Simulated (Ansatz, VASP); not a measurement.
# Two plane-wave programs on BAs

The input INCAR:

```
SYSTEM = BAs
PREC = Accurate
ENCUT = 520
EDIFF = 1E-6
ISMEAR = 0
SIGMA = 0.02
LREAL = .False.
LASPH = .True.
NELM = 100
ALGO = Normal
ISIF = 2
LWAVE = .False.
LCHARG = .False.
GGA = PS
NBANDS = 11
```

File KPOINTS:

```
Automatic mesh
0
Gamma
  10 10 10
  0 0 0
```

The input POSCAR:

```
BAs
1.0
    0.0000000000      2.4048851100      2.4048851100
    2.4048851100      0.0000000000      2.4048851100
    2.4048851100      2.4048851100      0.0000000000
B As
1 1
Direct
    0.0000000000      0.0000000000      0.0000000000
    0.7500000000      0.7500000000      0.7500000000
```

Input for Ansatz:

```yaml
crystal:
  lattice:
    - [0.0, 2.40488511, 2.40488511]
    - [2.40488511, 0.0, 2.40488511]
    - [2.40488511, 2.40488511, 0.0]
  atoms:
    - { symbol: B, position: [0.0, 0.0, 0.0] }
    - { symbol: As, position: [0.75, 0.75, 0.75] }
basis:
  ecutwfc: 420
kpoints:
  mp_grid: { grid: [10, 10, 10] }
hamiltonian:
  xc: pbesol
scf:
  occupations: { method: gaussian, width: 0.02 }
output:
  forces: true
  stress: true
  eigenvalues: true
```

Alike in both runs: task single point; functional PBEsol; k mesh 10 × 10 × 10; occupations gaussian, width 0.02 eV; no spin polarisation.

```csv
,VASP,Ansatz
version,VASP 6.6.1,Ansatz 0.2.0
potentials or method,"VASP PAW PBE potentials, release 64 (B, As)","scalar-relativistic, plane waves, PAW"
plane-wave cutoff (eV),520,420
valence electrons in the cell,8,18
```

VASP gave:

```
gap on the k mesh at the Fermi level (eV) : 1.10
least direct gap on the mesh (eV)         : 3.21
pressure (GPa)                            : -2.7
```

What did Ansatz give for the same quantities?

gap on the k mesh at the Fermi level (eV): 1.11; least direct gap on the mesh (eV): 3.22; pressure (GPa): -3.5.

With one functional, cell and mesh, what is left measures potentials, basis and numerics. The two sets of potentials don't hold the same shells in valence.

Caveats: the PAW data sets were made with another functional, which shifts forces and pressure a little (VASP). A k mesh can miss the band edges.
